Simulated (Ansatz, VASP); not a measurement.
One calculation of KBr, two programs

```xyz
2
Lattice="4.0435 0.0000 0.0000 0.0000 4.0435 0.0000 0.0000 0.0000 4.2861" Properties=species:S:1:pos:R:3 pbc="T T T"
K     0.0000    0.0000    0.0000
Br    2.0217    2.0217    2.1431
```

Change from the starting cell: strain +0.0600 x Voigt [0, 0, 1, 0, 0, 0], atoms carried along.

Alike in both runs: task single point; functional PBE; k mesh 6 × 6 × 6; occupations gaussian, width 0.05 eV; no spin polarisation.

```csv
,VASP,Ansatz
version,VASP 6.6.1,Ansatz 0.2.0
potentials or method,"VASP PAW PBE potentials, release 64 (K_sv, Br)","scalar-relativistic, plane waves, PAW"
plane-wave cutoff (eV),520,420
valence electrons in the cell,16,16
```

|  | VASP | Ansatz | Ansatz less VASP |
| --- | --- | --- | --- |
| gap on the k mesh at the Fermi level (eV) | 3.57 | 3.57 | +0.002 |
| least direct gap on the mesh (eV) | 3.79 | 3.79 | +0.002 |
| pressure (GPa) | -0.8 | -0.8 | +0.02 |
| largest component of the traceless stress (GPa) | 1.27 | 1.27 | 0.000 |

A k mesh can miss the band edges.
